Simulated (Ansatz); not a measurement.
# How TiO$_{2}$ stores the work of compression

All numbers below come from DFT PBE, scalar-relativistic, plane waves, PAW (Ansatz). Run with 420 eV cutoff, 10×10×10 k-mesh, Gaussian smearing of 0.02 eV, no spin polarisation.

Starting point, cell and atoms relaxed:

```yaml
crystal:
  lattice:
    - [-1.89960, 1.89960, 4.84887]
    - [1.89960, -1.89960, 4.84887]
    - [1.89960, 1.89960, -4.84887]
  atoms:
    - { symbol: Ti, position: [0.00000, 0.00000, 0.00000] }
    - { symbol: Ti, position: [0.75000, 0.25000, 0.50000] }
    - { symbol: O, position: [0.95648, 0.45648, 0.50000] }
    - { symbol: O, position: [0.20648, 0.20648, 0.00000] }
    - { symbol: O, position: [0.54352, 0.04352, 0.50000] }
    - { symbol: O, position: [0.79352, 0.79352, 0.00000] }
```

Cell and atoms were relaxed at each target pressure within the start's symmetry (I4_1/amd), at zero temperature; other phases can be more stable under pressure. H = E + PV with P the target; E is the free energy at the smearing used, whose derivative the pressure is, per atom and counted from zero pressure.

```csv
P (GPa),V (Å³/atom),E − E0 (meV),H − H0 (meV)
0,11.665,0.0,0.0
3,11.470,1.8,216.6
8,11.167,12.1,569.7
15,10.774,40.1,1048.8
30,10.055,139.8,2022.5
60,9.015,424.6,3800.7
```

Q: Thermodynamics gives dH/dP = V along a relaxed path. Integrate V over P by the trapezoid rule and compare with the computed enthalpies.

A: With 1 eV/Å³ = 160.22 GPa, each step adds the mean volume times ΔP / 160.22:
```csv
P (GPa),∫V dP (meV),H − H0 (meV),difference (meV)
3,216.6,216.6,0.0
8,569.8,569.7,0.1
15,1049.1,1048.8,0.3
30,2024.1,2022.5,1.6
60,3809.5,3800.7,8.8
```

V(P) curves upward, so the trapezoid rule runs high; integrating a smooth curve through the same points puts that excess at about 8.6 meV at 60 GPa, against the 8.8 meV found.

Q: At 60 GPa, how much of the enthalpy change is stored energy and how much is the PV term?

A: E rises by 425 meV/atom and PV is 60 × 9.015 / 160.22 = 3376 meV/atom, so PV makes 89 % of ΔH. So between rival structures at high pressure a small difference in volume can outweigh the difference in energy: 1 % of this volume is worth 33.8 meV/atom at this pressure.

Q: What bulk modulus do the lowest pressures give?

A: From the pressures that the runs reached, -3.00 GPa (11.875 Å³) and 3.00 GPa (11.470 Å³), B = −ΔP/Δln V = 6.00 / 0.0347 = 173 GPa, a mean over that range.

Q: The gap is 2.132 eV at -3.00 GPa and 2.111 eV at 3.00 GPa. What pressure coefficient and volume deformation potential follow?

A: dE_g/dP = -3.5 meV/GPa, and a_V = dE_g/d ln V = −B dE_g/dP = 0.60 eV. A gap that closes or barely moves under pressure is usual where the conduction edge lies away from the zone centre, has d character, or where the bands broaden faster than they shift. If the edges move to other points of the zone within the range, this is a mean of two slopes. Gaps are Kohn–Sham gaps over the whole zone.

Cost: 7 runs of about 11 core-minutes in all, on Arm Neoverse V1 (shared hosts).